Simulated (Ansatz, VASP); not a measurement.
BAs in VASP and in Ansatz

```
CELL_PARAMETERS angstrom
0.00000 2.52305 2.52305
2.52305 0.00000 2.52305
2.52305 2.52305 0.00000
ATOMIC_POSITIONS crystal
B 0.00000 0.00000 0.00000
As 0.50000 0.50000 0.50000
```

Change from the starting cell: species swapped into the YAs type (Fm-3m, No. 225).

Alike in both runs: task single point; functional PBE; k mesh 6 × 6 × 6; occupations gaussian, width 0.1 eV; no spin polarisation.

|  | VASP | Ansatz |
| --- | --- | --- |
| version | VASP 6.6.1 | Ansatz 0.2.0 |
| potentials or method | VASP PAW PBE potentials, release 64 (B, As) | scalar-relativistic, plane waves, PAW |
| plane-wave cutoff (eV) | 520 | 420 |
| valence electrons in the cell | 8 | 18 |

|  | VASP | Ansatz | Ansatz less VASP |
| --- | --- | --- | --- |
| gap on the k mesh at the Fermi level (eV) | none | none | - |
| pressure (GPa) | -19.1 | -19.1 | -0.04 |

A gap of «none» marks a metal or a gap that the smearing closes. The functional is the same, so the differences come from potentials, cutoffs and numerics. The two sets of potentials don't hold the same shells in valence.

Caveats: so large a pressure means that the cell lies far from this level's equilibrium, or that cutoff or potentials fall short (VASP).
